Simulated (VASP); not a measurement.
Write the native input for VASP 6.6.1 that does the following.

| Property | Result |
| --- | --- |
| Task | band structure |
| Functional | HSE06 |
| Potentials or basis | VASP PAW PBE potentials, release 64 (Al, N) |
| Cutoff | 520 eV |
| k mesh | 6 × 6 × 4 |
| Occupations | gaussian, width 0.02 eV |
| Spin | no spin polarisation |
| Grid for exact exchange (PRECFOCK) | Fast |
| Screening parameter | 0.2 1/A |
| Further INCAR settings | ALGO = Normal; EDIFF = 1e-07; NBANDS = 16 |

The system is AlN.

```xyz
4
Lattice="3.1286 0.0000 0.0000 -1.5643 2.7094 0.0000 0.0000 0.0000 5.0164" Properties=species:S:1:pos:R:3 pbc="T T T"
Al    0.0000    1.8063    5.0127
Al    1.5643    0.9031    2.5045
N     0.0000    1.8063    1.9100
N     1.5643    0.9031    4.4182
```

These files were run (other wordings do the same):

POSCAR

```
AlN                                     
1.0
    3.1285822099      0.0000000000      0.0000000000
   -1.5642911049      2.7094316696      0.0000000000
    0.0000000000      0.0000000000      5.0164164500
  Al              N             
     2     2
Direct
     0.3333333300000021    0.6666666699999979    0.9992562416566599
     0.6666666699999979    0.3333333300000021    0.4992562416566599
     0.3333333300000021    0.6666666699999979    0.3807437583433426
     0.6666666699999979    0.3333333300000021    0.8807437583433426
```

INCAR.step1

```
SYSTEM = AlN
  PREC = Accurate
  ENCUT = 520
  EDIFF = 1E-5
  ISMEAR = 0
  SIGMA = 0.02
  LREAL = .FALSE.
  LASPH = .TRUE.
  NELM = 80
  ALGO = Normal
  ISIF = 2
  LWAVE = .TRUE.
  LCHARG = .FALSE.
  NBANDS = 16
  KPAR = 4
  GGA = PE
```

INCAR.step2

```
SYSTEM = AlN
  PREC = Accurate
  ENCUT = 520
  EDIFF = 1E-7
  ISMEAR = 0
  SIGMA = 0.02
  LREAL = .FALSE.
  LASPH = .TRUE.
  NELM = 80
  ALGO = Normal
  ISIF = 2
  LWAVE = .FALSE.
  LCHARG = .FALSE.
  GGA = PE
  LHFCALC = .TRUE.
  HFSCREEN = 0.2
  PRECFOCK = Fast
  NBANDS = 16
  KPAR = 4
  ISTART = 1
```

KPOINTS

```
regular mesh
0
G
  6 6 4
  0 0 0
```

KPOINTS_OPT

```
path GMKGALHA,LM,KH
12
line-mode
reciprocal
 0.0000000000  0.0000000000  0.0000000000  G
 0.5000000000  0.0000000000  0.0000000000  M

 0.5000000000  0.0000000000  0.0000000000  M
 0.3333333333  0.3333333333  0.0000000000  K

 0.3333333333  0.3333333333  0.0000000000  K
 0.0000000000  0.0000000000  0.0000000000  G

 0.0000000000  0.0000000000  0.0000000000  G
 0.0000000000  0.0000000000  0.5000000000  A

 0.0000000000  0.0000000000  0.5000000000  A
 0.5000000000  0.0000000000  0.5000000000  L

 0.5000000000  0.0000000000  0.5000000000  L
 0.3333333333  0.3333333333  0.5000000000  H

 0.3333333333  0.3333333333  0.5000000000  H
 0.0000000000  0.0000000000  0.5000000000  A

 0.5000000000  0.0000000000  0.5000000000  L
 0.5000000000  0.0000000000  0.0000000000  M

 0.3333333333  0.3333333333  0.0000000000  K
 0.3333333333  0.3333333333  0.5000000000  H
```

Potentials or basis: VASP PAW PBE potentials, release 64 (Al, N).

Command:

```console
$ cat potpaw_PBE.64/Al/POTCAR potpaw_PBE.64/N/POTCAR > POTCAR
$ cp INCAR.step1 INCAR
$ mpirun -np 4 vasp_std > vasp.out
$ cp INCAR.step2 INCAR
$ mpirun -np 4 vasp_std > vasp.out
```

It gave:

The pressure is -5.2 GPa. The band gap on the k mesh is 5.41 eV, direct. The band gap along the path is 5.41 eV, direct.

Caveat: the PAW data sets were made with another functional, which shifts forces and pressure a little.

Wall time 22 min on 4 MPI ranks on AMD EPYC 7R13 Processor (Zen 3), on a shared host, peak memory 0.29 GiB a rank.
